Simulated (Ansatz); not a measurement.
## Preparing HfO2 (P2_1/c) as a host crystal

Aim: the runs on the perfect crystal HfO2 (P2_1/c) that a defect calculation needs first.

Method: plane-wave PAW DFT, r2SCAN; relaxation of the host's cell and atoms; PAW set soft_1, in the first sound run; inputs show where later runs differ, in Ansatz 0.2.0.

## (1) Set-up

Symmetry: P2_1/c, No. 14, monoclinic system. The conventional cell has a = 5.094 Å, b = 5.151 Å, c = 5.276 Å, α = 90.00°, β = 99.56°, γ = 90.00°. Nearest to Hf lie 7 O at 2.03 to 2.24 Å. O has 4 Hf at 2.13 to 2.24 Å nearest. Nearest to O lie 3 Hf at 2.03 to 2.13 Å. Farther neighbours and most contacts between anions are not listed.

## (2) Host cell relaxation

Lattice and positions are set free, within the symmetry that the program keeps.

The input, cell/input.yaml:

```yaml
crystal:
  lattice:
    - [5.094175, 0.0, 0.0]
    - [0.0, 5.1506447, 0.0]
    - [-0.876169, 0.0, 5.2029535]
  atoms:
    - { symbol: Hf, position: [0.27613578, 0.45806468, 0.70790733] }
    - { symbol: Hf, position: [0.72386422, 0.95806468, 0.79209267] }
    - { symbol: Hf, position: [0.72386422, 0.54193532, 0.29209267] }
    - { symbol: Hf, position: [0.27613578, 0.04193532, 0.20790733] }
    - { symbol: O, position: [0.44799782, 0.74252595, 0.97857799] }
    - { symbol: O, position: [0.55200218, 0.24252595, 0.52142201] }
    - { symbol: O, position: [0.55200218, 0.25747405, 0.02142201] }
    - { symbol: O, position: [0.44799782, 0.75747405, 0.47857799] }
    - { symbol: O, position: [0.06836078, 0.33075888, 0.34625278] }
    - { symbol: O, position: [0.93163922, 0.83075888, 0.15374722] }
    - { symbol: O, position: [0.93163922, 0.66924112, 0.65374722] }
    - { symbol: O, position: [0.06836078, 0.16924112, 0.84625278] }
basis:
  ecutwfc: 500
  xc_grid: 2
hamiltonian:
  xc: r2scan
  pseudopotentials: { kind: paw, azcp: { folder: soft_1 } }
kpoints:
  mp_grid: { grid: [6, 6, 6] }
scf:
  occupations: { method: fixed }
  max_iter: 100
relax:
  f_tol: 0.005
  max_steps: 60
  cell: {}
output:
  forces: true
  stress: true
checkpoint:
  write: "../cell.run"
  compress: false
  write_wavefunctions: false
  write_every: 100000
```

On the command line:

```sh
$ ansatz run input.yaml --threads 32 --pin off --max-ram 131891MiB --backend cuda --events-out ev --progress --plain --runs-dir out
```

Numbers of over 12 decimals in the logs are rounded to 6 here.

Output:

```text
[... repeated set-up lines and file paths are left out, and long positions are rounded to six places ...]
Engine: ansatz 0.2.0, aarch64-unknown-linux-gnu
Pseudopotentials: kind: paw
Pseudopotential: Hf, paw, valence charge 26, recommended cutoff 500 eV (meta_gga), soft_1/Hf.paw.azcp
Pseudopotential: O, paw, valence charge 6, recommended cutoff 500 eV (meta_gga), soft_1/O.paw.azcp
Functional definition: r2SCAN
  parameter k0 = 0.174
  parameter k1 = 0.065
  parameter a1 = 4.9479
  exchange = r2scan_x(k0 = k0, k1 = k1, a1 = a1)
  correlation = r2scan_c
[...]
Crystal: 12 atoms, lattice volume = 136.517 Å³
Basis set: ecut = 500 eV, 3489 PW (Γ), exchange–correlation on 80×80×80 points (8 copies of the dense FFT grid, shifted against one another)
Bands: 92, of which v1, the nominal top of the filled ones, is band 76 counted from 1 (75 counted from 0)
Symmetry: 4 space group operations
Space group: P21/c (ITA 14), of the structure as read, at distance tolerance 5.1e-5 Å
k-points: 80 of 216
Non-local potential: Hf, projectors of the file, l = 0: 3, l = 1: 2, l = 2: 2, l = 3: 3
Non-local potential: O, projectors of the file, l = 0: 2, l = 1: 2, l = 2: 1
PAW form: soft (Blöchl's): semilocal exchange-correlation on the pseudo side does not see the compensation charge
PAW frozen core: Hf, regenerated for the run's functional (the file was generated under x = pbe(κ = 0.804, μ = 0.219515), c = pbe(β = 0.066725))
PAW frozen core: O, regenerated for the run's functional (the file was generated under x = pbe(κ = 0.804, μ = 0.219515), c = pbe(β = 0.066725))
PAW one-centre angular grid: Hf, 974 points (default); XC on 224 Gauss nodes
PAW one-centre angular grid: O, 302 points (default); XC on 160 Gauss nodes
Initial density: superposition of atomic densities (chi_scale 0.1, normalization cell, long waves kept (reshape's long-wave potential 0.02 eV rms))
Initial wavefunctions: pseudopotential atomic-orbital guess
[...]
Functional: x = r2scan, c = r2scan; τ floored in thin density (d = 2e-4 eV/Å³)
SCF iter   1: F=—  HF=-67509.811983 eV  |Δ(HF+E_count)|=         —  Δρ=8.95e-2  dr2=8.56e0  dr2_τ=6.82e-1  Hψ=20890
preconditioner: auto → Resta (q_TF=auto, 2.778 Å⁻¹)  ε∞=4.5  [insulator: Δε(μ)=3.808 eV  Ē_g=20.262 eV  n_scr=48 (ndim 8)  ℏωp=38.1 eV  f_vac=0.007  ε∞_Penn≈4.5]
SCF iter   2: F=—  HF=-67508.844637 eV  |Δ(HF+E_count)|=   9.67e-1  Δρ=4.52e-2  dr2=2.42e0  dr2_τ=1.63e-1  Hψ=14689
[...]
SCF iter  11: F=-67508.610041 eV  HF=-67508.610041 eV  |Δ(HF+E_count)|=   6.67e-8  Δρ=3.16e-6  dr2=9.65e-9  dr2_τ=1.59e-9  Hψ=25924
SCF 1 converged in 11 iterations: F = -67508.610041 eV  dr2 = 9.65e-9
  greatest PAW one-centre occupation: 0.999 electrons in one spin orbital (limit 2), on the Hf atom at site 1 (counted from 0), in its partial waves of l = 3
relax step   1: F+E_penalty+E_count = -67508.61004110 eV  Δ(F+E_penalty+E_count) = +0.000e0 eV  max|allowed force component| = 8.328e-2 eV/Å  Δτ_max = 0.0000 Å  P = +3.856 GPa  Ω = 136.517 Å³  (11 SCF iters, dr2 threshold 1.00e-7 eV, accepted)
[... the SCF cycles and remarks between the steps are left out from here to the last step ...]
relax step   2: F+E_penalty+E_count = -67508.63164200 eV  Δ(F+E_penalty+E_count) = -2.160e-2 eV  max|allowed force component| = 2.830e-2 eV/Å  Δτ_max = 0.0036 Å  P = -0.763 GPa  Ω = 138.987 Å³  energy of the carried Pulay correction = -1.564e-3 eV  (7 SCF iters, dr2 threshold 1.20e-6 eV, accepted)
relax step   3: F+E_penalty+E_count = -67508.63301022 eV  Δ(F+E_penalty+E_count) = -1.368e-3 eV  max|allowed force component| = 2.207e-2 eV/Å  Δτ_max = 0.0031 Å  P = -0.063 GPa  Ω = 138.565 Å³  energy of the carried Pulay correction = -1.299e-3 eV  (5 SCF iters, dr2 threshold 1.20e-6 eV, accepted)
relax step   4: F+E_penalty+E_count = -67508.63325558 eV  Δ(F+E_penalty+E_count) = -2.454e-4 eV  max|allowed force component| = 7.352e-3 eV/Å  Δτ_max = 0.0014 Å  P = +0.052 GPa  Ω = 138.513 Å³  energy of the carried Pulay correction = -1.267e-3 eV  (5 SCF iters, dr2 threshold 1.24e-7 eV, accepted)
relax step   5: F+E_penalty+E_count = -67508.63340378 eV  Δ(F+E_penalty+E_count) = -1.482e-4 eV  max|allowed force component| = 6.172e-3 eV/Å  Δτ_max = 0.0054 Å  P = +0.030 GPa  Ω = 138.496 Å³  energy of the carried Pulay correction = -1.256e-3 eV  (6 SCF iters, dr2 threshold 2.52e-8 eV, accepted)
relax step   6: F+E_penalty+E_count = -67508.63358462 eV  Δ(F+E_penalty+E_count) = -1.808e-4 eV  max|allowed force component| = 1.846e-3 eV/Å  Δτ_max = 0.0097 Å  P = -0.003 GPa  Ω = 138.457 Å³  energy of the carried Pulay correction = -1.231e-3 eV  (7 SCF iters, dr2 threshold 8.54e-9 eV, accepted)
[...]
iter 1 solved again at ethr=2.71e-8 eV; its pass at ethr=3.10e-3 eV (dr2=4.12e-5 eV) is discarded
SCF iter   1: F=—  HF=-67508.634137 eV  |Δ(HF+E_count)|=         —  Δρ=6.46e-5  dr2=3.37e-7  dr2_τ=1.10e-6  Hψ=46508
[...]
SCF iter   2: F=—  HF=-67508.634750 eV  |Δ(HF+E_count)|=   6.13e-4  Δρ=3.33e-5  dr2=9.86e-8  dr2_τ=4.67e-7  Hψ=12273
SCF iter   3: F=—  HF=-67508.634752 eV  |Δ(HF+E_count)|=   1.89e-6  Δρ=5.43e-6  dr2=7.82e-9  dr2_τ=8.91e-9  Hψ=11358
SCF iter   4: F=—  HF=-67508.634752 eV  |Δ(HF+E_count)|=   2.29e-8  Δρ=1.00e-6  dr2=9.02e-10  dr2_τ=2.58e-10  Hψ=12638
SCF iter   5: F=—  HF=-67508.634752 eV  |Δ(HF+E_count)|=  3.35e-10  Δρ=4.41e-7  dr2=1.49e-10  dr2_τ=6.62e-11  Hψ=13587
SCF iter   6: F=-67508.634752 eV  HF=-67508.634752 eV  |Δ(HF+E_count)|=  2.47e-10  Δρ=2.38e-7  dr2=6.05e-11  dr2_τ=7.27e-12  Hψ=33236
SCF 7 converged in 6 iterations: F = -67508.634752 eV  dr2 = 6.05e-11
relax step   7: F+E_penalty+E_count = -67508.63475212 eV  Δ(F+E_penalty+E_count) = -1.167e-3 eV  max|allowed force component| = 1.858e-3 eV/Å  Δτ_max = 0.0000 Å  P = -0.010 GPa  Ω = 138.457 Å³  stress off target by 2.40e-2 GPa  SCF on the basis re-selected at this cell (its energy is not comparable with the rows above)  (6 SCF iters)
basis re-selected at this cell: Δ(F+E_penalty+E_count) = -1.167e-3 eV, ΔP = -0.008 GPa vs the last step (what re-selecting the basis moved, of the pressure what is left beyond the Pulay correction that the steps carried, after the strain that the cell walked [...]
SCF converged after 6 iterations
Free energy (F): -67508.634752 eV
Harris-Foulkes:  -67508.634752 eV  (|F-HF|=1.46e-11)
Internal energy: -67508.634752 eV  (E = F + TS)
E sigma→0 (E₀):  -67508.634752 eV
Fermi energy:    12.593726 eV
--- Per-component energies (eV) ---
  E_band       = -281.798795
  E_kinetic    = 2982.557633
  E_local      = -29581.005669  (includes V_loc(G=0)·N_el)
  E_nonlocal   = 659.181996
  E_hartree    = 14063.594500
  E_xc         = -1578.985213
  E_vxc        = -1943.338305  (∫ρ·V_xc dr)
  E_paw        = -32213.066501  (= ΣΔE_a)
  E_vpaw       = -633.930830  (= ΣTr[D̂ρ^β])
  E_aug_tail   = 0.002523  (compensation charges beyond the density's cutoff)
  E_vtau       = 107.544835  (kinetic-family band-sum trace: ∫τ·v_τ [+ j·A + Jᵃ·Aᵃ] dr)
  E_ewald      = -21841.944708
  E_core_change = 1.030687  (= ΣΔE_core)
  E_smearing   = -0.000000  (= −TS)
  E_closure    = -0.000000  (closes the sum)
  Σ components = -67508.634752   (vs F -67508.634752, Δ=0.00e0)
--- Forces (eV/Å), atoms counted from 1 ---
  atom   1  Hf     0.00116126    -0.00064628     0.00007925
  atom   2  Hf    -0.00116126    -0.00064628    -0.00007925
  atom   3  Hf    -0.00116126     0.00064628    -0.00007925
  atom   4  Hf     0.00116126     0.00064628     0.00007925
  atom   5  O      0.00005396    -0.00060932    -0.00029508
  atom   6  O     -0.00005396    -0.00060932     0.00029508
  [... 6 more lines of this table ...]
  max |Σ_I F_I| component: 4.34e-19 eV/Å
--- Stress (GPa, compression-positive) ---
       -0.018105       0.000000      -0.008184
        0.000000      -0.000043       0.000000
       -0.008172       0.000000      -0.012551
  P = ⅓ Tr σ = -0.0102 GPa (-0.102 kbar)
--- Band table (eV; the first three rows and the last of 80) ---
  k-point 0: bands = ["-49.3751", "-49.3545", "-49.3513", "-49.3505", "-17.7686", "-17.7371", "-17.7138", "-17.5115", "-17.4375", [... rest cut ...]
  k-point 1: bands = ["-49.3737", "-49.3555", "-49.3513", "-49.3509", "-17.7500", "-17.7080", "-17.6994", "-17.5303", "-17.4590", [... rest cut ...]
--- Relaxed structure (6 steps of the walk, 6 accepted, 1 SCFs on fresh bases) ---
  F+E_penalty+E_count = -67508.63475212 eV   max|allowed force component| = 1.858e-3 eV/Å   (the final SCF, on the basis selected at the relaxed cell)
  cell:  # Å, volume = 138.4568 Å³
    - [5.114725, 0.0, 0.00439096]
    - [0.0, 5.181314, 0.0]
    - [-0.875219, 0.0, 5.223838]
  atoms:
    - { symbol: Hf, position: [0.276177, 0.458173, 0.708261] }
    - { symbol: Hf, position: [0.723823, 0.958173, 0.791739] }
    - { symbol: Hf, position: [0.723823, 0.541827, 0.291739] }
    - { symbol: Hf, position: [0.276177, 0.041827, 0.208261] }
    - { symbol: O, position: [0.447997, 0.742372, 0.978422] }
    - { symbol: O, position: [0.552003, 0.242372, 0.521578] }
  [... 6 more lines of this table ...]
```

It took 6.8 s on 1 × NVIDIA GB200 with 32 threads of Arm Neoverse V2, shared host; peak memory 1.2 GiB; 31 s of CPU time.

Relaxation path:

| step | energy less that of the first step (eV) | largest force component (eV/Å) | pressure (GPa) | volume (Å³) |
| --- | --- | --- | --- | --- |
| 1 | 0.0000 | 0.0833 | 3.86 | 136.52 |
| 2 | -0.0216 | 0.0283 | -0.76 | 138.99 |
| 3 | -0.0230 | 0.0221 | -0.06 | 138.56 |
| 4 | -0.0232 | 0.0074 | 0.05 | 138.51 |
| 5 | -0.0234 | 0.0062 | 0.03 | 138.50 |
| 6 | -0.0235 | 0.0018 | 0.00 | 138.46 |
| 7* | -0.0247 | 0.0019 | -0.01 | 138.46 |

Relaxation steps marked * repeat the geometry before them on a plane-wave basis chosen anew for their cell, so energy and pressure can jump there.

Forces are held to the 4 operations that the run works with; a distortion that breaks them can't arise in this run.

```
     cell as run  before  after  change
           a (Å)   5.094  5.115  +0.4 %
           b (Å)   5.151  5.181  +0.6 %
           c (Å)   5.276  5.297  +0.4 %
           β (°)   99.56  99.46  -0.1 %
volume (Å³/atom)   11.38  11.54  +1.4 %
```

The atoms that moved most (Å, as changes of fractional coordinates times the final cell):

```
atom      dx      dy      dz  length
  O9   0.010   0.014  -0.010   0.020
 O10  -0.010   0.014   0.010   0.020
 O12   0.010  -0.014  -0.010   0.020
 O11  -0.010  -0.014   0.010   0.020
```

Numbers from this step:

```yaml
pressure: -0.01023 GPa
```

The relaxation ends with a largest force component of 0.0019 eV/Å and a pressure of -0.01 GPa.

## (3) Dielectric tensors of the host

The response to a uniform electric field gives the electronic dielectric tensor.

This step: plane-wave PAW DFPT, PBEsol; dielectric tensors, Born charges and zone-centre modes of the host; PAW set soft_1 (Ansatz 0.2.0).

The input, eps/input.yaml:

```yaml
crystal:
  lattice:
    - [5.1147252449, 0.0, 0.0043909604]
    - [0.0, 5.1813143374, 0.0]
    - [-0.8752188019, 0.0, 5.2238375711]
  atoms:
    - { symbol: Hf, position: [0.2761773384, 0.4581728403, 0.7082614185] }
    - { symbol: Hf, position: [0.7238226616, 0.9581728403, 0.7917385815] }
    - { symbol: Hf, position: [0.7238226616, 0.5418271597, 0.2917385815] }
    - { symbol: Hf, position: [0.2761773384, 0.0418271597, 0.2082614185] }
    - { symbol: O, position: [0.4479969725, 0.7423715742, 0.9784219222] }
    - { symbol: O, position: [0.5520030275, 0.2423715742, 0.5215780778] }
    - { symbol: O, position: [0.5520030275, 0.2576284258, 0.0215780778] }
    - { symbol: O, position: [0.4479969725, 0.7576284258, 0.4784219222] }
    - { symbol: O, position: [0.0699426689, 0.3334753591, 0.3442632163] }
    - { symbol: O, position: [0.9300573311, 0.8334753591, 0.1557367837] }
    - { symbol: O, position: [0.9300573311, 0.6665246409, 0.6557367837] }
    - { symbol: O, position: [0.0699426689, 0.1665246409, 0.8442632163] }
basis:
  ecutwfc: 420
hamiltonian:
  xc: pbesol
  pseudopotentials: { kind: paw, azcp: { folder: soft_1 }, xc_functional: pbe }
kpoints:
  mp_grid: { grid: [5, 5, 5] }
scf:
  occupations: { method: fixed }
  max_iter: 100
phonons:
  method: dfpt
  dielectric: true
  rigid_motions: translations
```

Output:

```text
[...]
Crystal: 12 atoms, lattice volume = 138.457 Å³
Basis set: ecut = 420 eV, 2703 PW (Γ), exchange–correlation on 72×72×72 points (8 copies of the dense FFT grid, shifted against one another)
Bands: 92, of which v1, the nominal top of the filled ones, is band 76 counted from 1 (75 counted from 0)
Symmetry: 4 space group operations
k-points: 63 of 125 (irreducible under 1 space group operation, time reversal used)
[...]
SCF iter   1: F=—  HF=-66907.247310 eV  |Δ(HF+E_count)|=         —  Δρ=9.31e-2  dr2=9.73e0  Hψ=16602
[...]
SCF iter   2: F=—  HF=-66905.007605 eV  |Δ(HF+E_count)|=    2.24e0  Δρ=4.13e-2  dr2=2.20e0  Hψ=11534
[...]
SCF iter  14: F=-66904.251193 eV  HF=-66904.251193 eV  |Δ(HF+E_count)|=  2.91e-11  Δρ=1.45e-7  dr2=2.06e-11  Hψ=42076
SCF 1 converged in 14 iterations: F = -66904.251193 eV  dr2 = 2.06e-11
[...]
the response reads at least the filled bands of the reference SCF and the lowest empty band at each k-point, and that SCF's band table does not vouch for those bands. The notice of the band table in this run's record says why
[...]
NSCF: frozen V_eff on 1 k-points
[...]
concurrent solve slots: 20 of 32 are kept, ahead of what memory takes: no pass of the eigensolver takes more rounds on 20
[...]
DFPT response loops at q = (0, 0, 0) (fractional): preconditioner auto → Resta (q_TF=auto, 2.771 Å⁻¹)  ε∞=3.9 (no band partly filled); β = 1.00, the filter's whole step (`scf.mixing.beta` (0.50) is not read by the response loops at its default; [...]
[...]
DFPT response loops at Γ: preconditioner auto → Resta (q_TF=auto, 2.771 Å⁻¹)  ε∞=3.9 (no band partly filled); β = 1.00, the filter's whole step (`scf.mixing.beta` (0.50) is not read by the response loops at its default; [...]
[...]
SCF 1 converged in 5 iterations: F = -66903.964366 eV  dr2 = 8.75e-8
[...]
SCF converged after 14 iterations
[...]
241.54      1             0.7977
        247.25      1             0.0000
        247.29      1            18.1994
        303.83      1            65.5842
        313.95      1             0.0000
        321.50      1            26.9193
        322.73      1             0.0000
        331.45      1            32.6768
        367.87      1             0.0000
        377.18      1            40.1051
        381.26      1             0.0000
        395.31      1            31.4854
        476.12      1             0.0000
        485.94      1            13.4648
        494.03      1            20.3908
        496.58      1             0.0000
        529.34      1             0.0000
        551.73      1             0.0000
        584.09      1            13.1376
        610.53      1             0.0000
        633.71      1             0.0428
        645.60      1             0.0000
        711.45      1            15.2501
        750.17      1             0.0000
  optical modes at Γ + LO–TO along q̂ = [1.0000, 0.0000, 0.0000]:
      ω (cm⁻¹)  modes    IR ((D/Å)²/amu)
        113.00      1             0.0000
        124.94      1             0.0000
        126.26      1             0.0725
        126.81      1             0.0000
        142.63      1             0.0000
        160.35      1             0.0000
        176.68      1             1.1864
        235.06      1             0.0000
        238.35      1             2.8120
        242.34      1             3.0668
        247.25      1             0.0000
        247.29      1            18.1994
        313.95      1             0.0000
        321.49      1            26.2678
        322.73      1             0.0000
        331.45      1            32.6768
[...]
optical modes at Γ + LO–TO along q̂ = [0.0000, 1.0000, 0.0000]:
      ω (cm⁻¹)  modes    IR ((D/Å)²/amu)
[...]
optical modes at Γ + LO–TO along q̂ = [0.0000, 0.0000, 1.0000]:
      ω (cm⁻¹)  modes    IR ((D/Å)²/amu)
[...]
485.94      1            13.4648
        487.28      1            19.8982
        496.58      1             0.0000
        529.34      1             0.0000
        551.73      1             0.0000
        584.09      1            13.1376
        610.53      1             0.0000
        626.61      1            77.2964
        633.71      1             0.0428
        645.60      1             0.0000
        713.69      1            17.6748
        750.17      1             0.0000
```

Run time: 18 s. Hardware: 1 × NVIDIA GB200 with 32 threads; peak memory 4.4 GiB; 3.6 min of CPU time.

Electronic dielectric tensor:

```
5.04 0.00 0.14
0.00 5.06 0.00
0.14 0.00 4.74
```

Static dielectric tensor:

```
21.35  0.00  1.58
 0.00 19.46  0.00
 1.58  0.00 15.71
```

The principal values of the electronic dielectric tensor are 4.68, 5.06 and 5.09. The principal values of the static dielectric tensor are 15.30, 19.46 and 21.76.

[end of part 1 of 2]

[Logs are printed without paths, hosts, clocks, repeated set-up lines and the standing remarks that a program may print on its own settings, such as how far it seeks lower states.]

[Hosts, paths, dates, database ids (printed as entryN), source tags and the programs' standing remarks are cut or masked in the printed files.]

[Runs of the host that timed out are not shown.]

[For some hosts the program warned that the k-mesh of the response run may be too coarse for force constants and the static dielectric constant; such warnings are not always shown.]
